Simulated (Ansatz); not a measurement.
# Zone-centre phonons of AlP at 16 GPa: input and output

Theory: DFT LDA, scalar-relativistic, plane waves, PAW (Ansatz 0.2.0).

Launched with:
```bash
ansatz run input.yaml --threads 1 --pin off --max-ram 3072MiB --backend cpu --events-out ev --progress --plain --runs-dir out
```

Input (bare energies are in eV):
```yaml
crystal:
  lattice:
    - [0.0, 2.5973612225, 2.5973612225]
    - [2.5973612225, 0.0, 2.5973612225]
    - [2.5973612225, 2.5973612225, 0.0]
  atoms:
    - { symbol: Al, position: [0.0, 0.0, 0.0] }
    - { symbol: P, position: [0.75, 0.75, 0.75] }
basis:
  ecutwfc: 420
kpoints:
  mp_grid: { grid: [10, 10, 10] }
hamiltonian:
  xc: lda
scf:
  occupations: { method: fixed }
output:
  eigenvalues: true
phonons:
  method: dfpt
  dielectric: true
  rigid_motions: translations
  eigenvectors: true
```

The end of the output:
```
--- Phonons (Γ-DFPT): 2 representative perturbations + reference, on 171 of 1000 k-points (Σ response iterations 6) ---
  k mesh reduced under 4 symmetry operations, with k and −k counted as one. Each operation leaves every solved perturbation unchanged. A smaller set is not considered because the run solves the response ...
  ASR residual: 9.527e-5 → 0.000e0 eV/Å²; symmetrization residual: 2.405e-7 eV/Å²
  ASR residual per site (eV/Å²): 8.86e-7 9.53e-5
  Γ frequencies (cm⁻¹): 0.00 0.00 0.00 516.94 516.94 516.94
  ε∞ (high-frequency dielectric tensor):
        8.315475     0.000000     0.000000
        0.000000     8.315475     0.000000
        0.000000     0.000000     8.315475
  ε⁰ (static dielectric tensor: ions relaxed, cell fixed):
        9.983517     0.000000     0.000000
        0.000000     9.983517     0.000000
        0.000000     0.000000     9.983517
  ε⁰ − ε∞ (ionic part):
        1.668042     0.000000     0.000000
        0.000000     1.668042     0.000000
        0.000000     0.000000     1.668042
  softest optical mode at Γ: 516.94 cm⁻¹; the repairs (sum rule, projections) moved no ω² at Γ by more than (0.92 cm⁻¹)²
  Born effective charges Z* (e; rows j = field, columns β = displacement):
    site 0:
         2.13960    0.00000   -0.00000
         0.00000    2.13960   -0.00000
         0.00000    0.00000    2.13960
    site 1:
        -2.13960   -0.00000    0.00000
        -0.00000   -2.13960    0.00000
        -0.00000   -0.00000   -2.13960
  Z* charge neutrality: 2.554e-4 e pre-enforcement
  solved inside a basis spanned on kpoints, on 10×10×10 k-points, its susceptibility summed on 14×14×14: ε∞ is read to err by 2.3e-2, Z* by 7.1e-3 e (field_mesh: kpoints solves on kpoints); Z* is corrected for ...
  optical modes at Γ without the LO–TO term, one row a degenerate level:
      ω (cm⁻¹) modes IR ((D/Å)²/amu)
        516.94      3            21.9726
  optical modes at Γ + LO–TO along q̂ = [1.0000, 0.0000, 0.0000]:
      ω (cm⁻¹) modes IR ((D/Å)²/amu)
        516.94      2            14.6484
        566.42      1             7.3242
  optical modes at Γ + LO–TO along q̂ = [0.0000, 1.0000, 0.0000]:
      ω (cm⁻¹) modes IR ((D/Å)²/amu)
        516.94      2            14.6484
        566.42      1             7.3242
  optical modes at Γ + LO–TO along q̂ = [0.0000, 0.0000, 1.0000]:
      ω (cm⁻¹) modes IR ((D/Å)²/amu)
        516.94      2            14.6484
        566.42      1             7.3242
```

The run took 29 s on 1 thread of Arm Neoverse V2 (shared host), peak memory 0.45 GiB.